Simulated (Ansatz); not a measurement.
## HfO2 under changes of volume

One of the cells (10.955 Å³/atom); the others are scaled copies at fixed shape and fractional positions:

```
Hf O
1.0
     5.21946    0.00000    0.00000
     0.00000    5.00476    0.00000
     0.00000    0.00000    5.03269
Hf O
4 8
Direct
  0.96699 0.73252 0.74144
  0.53301 0.73252 0.24144
  0.46699 0.26748 0.74144
  0.03301 0.26748 0.24144
  0.63213 0.92865 0.87927
  0.86787 0.92865 0.37927
  0.23395 0.53988 0.49229
  0.26605 0.53988 0.99229
  0.76605 0.46012 0.99229
  0.73395 0.46012 0.49229
  0.13213 0.07135 0.87927
  0.36787 0.07135 0.37927
```

Measurements of this composition are mostly on another form, of space group No. 14.

```yaml
Program: Ansatz 0.2.0
Functional: PBE
Potentials_or_basis: all-electron LAPW, scalar-relativistic
Cutoff: 455 eV (chosen from the basis error)
Basis_error_allowed: 0.001 eV/atom
k_mesh: 5 × 6 × 5
Occupations: fermi-dirac, width 0.05 eV
Spin: no spin polarisation
```

```tsv
volume (Å³/atom)	energy over the lowest point (meV/atom)	pressure (GPa)	gap on the mesh (eV)	largest force (eV/Å)
10.298	90.85	29.5	4.69	0.373
10.517	55.55	22.2	4.62	0.279
10.736	?	?	?	?
10.955	12.33	9.8	4.48	0.117
11.175	2.68	4.4	4.41	0.066
11.394	0.00	-0.4	4.34	0.092
11.613	3.61	-4.8	4.28	0.148
```

What does the run at 10.736 Å³/atom give?

Energy over the lowest point 29.69 meV/atom; pressure 15.7 GPa; gap on the mesh 4.55 eV; largest force 0.194 eV/Å.

Worked out: A Birch-Murnaghan fit of order 3 (a polynomial in V^(-2/3)) to the other rows has its minimum at 11.37 Å³/atom with B0 = V·E''(V) = 240 GPa and B' = 4.2 at fixed shape and positions, which overstates the stiffness. It gives 29.68 meV/atom at 10.736 Å³/atom, against the run's 29.69, and -dE/dV = 15.7 GPa, against 15.7. A straight line through the other rows of the gap, of slope -3.44 eV per unit of ln V, gives 4.55 eV, against the run's 4.55.

Energies are extrapolated to zero smearing.

Caveats: spin-orbit coupling is left out, which moves the levels of the heavy elements; an odd mesh through Γ misses points on the zone boundary, where band edges often lie.
